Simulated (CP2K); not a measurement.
# Sn under changes of volume

One of the cells (27.650 Å³/atom); the others are scaled copies at fixed shape and fractional positions:

```
Sn
1.0
     4.45495    0.00000    0.00000
    -3.30667    2.98538    0.00000
    -0.57414   -1.49269    4.15799
Sn
2
Cartesian
  0.0000 0.0000 0.0000
  2.2275 0.0000 2.0790
```

| Quantity | Value |
| --- | --- |
| Program | CP2K 2026.2 |
| Functional | PBE |
| Potentials or basis | POTENTIAL_UZH Sn GTH-PBE-q14; TZVP-MOLOPT-PBE-GTH basis |
| Density cutoff | 8163 eV |
| k mesh | 9 × 9 × 9 |
| Occupations | fermi-dirac, width 0.05 eV |
| Spin | no spin polarisation |

```csv
volume (Å³/atom),energy over the lowest point (meV/atom),pressure (GPa)
25.991,?,?
26.544,20.58,3.8
27.097,9.69,2.5
27.650,2.97,1.4
28.203,0.00,0.4
28.756,0.38,-0.5
29.309,3.74,-1.4
```

Question: What does the run at 25.991 Å³/atom give?

Answer: Energy over the lowest point 36.13 meV/atom; pressure 5.2 GPa.

Worked out: A Birch-Murnaghan fit of order 3 (a polynomial in V^(-2/3)) to the other rows has its minimum at 28.41 Å³/atom with B0 = V·E''(V) = 48 GPa and B' = 4.7 at fixed shape and positions, which overstates the stiffness. It gives 36.16 meV/atom at 25.991 Å³/atom, against the run's 36.13, and -dE/dV = 5.2 GPa, against 5.2.

Energies are extrapolated to zero smearing.

Caveats: the basis of atomic orbitals isn't converged, which shifts pressures, moduli and gaps.
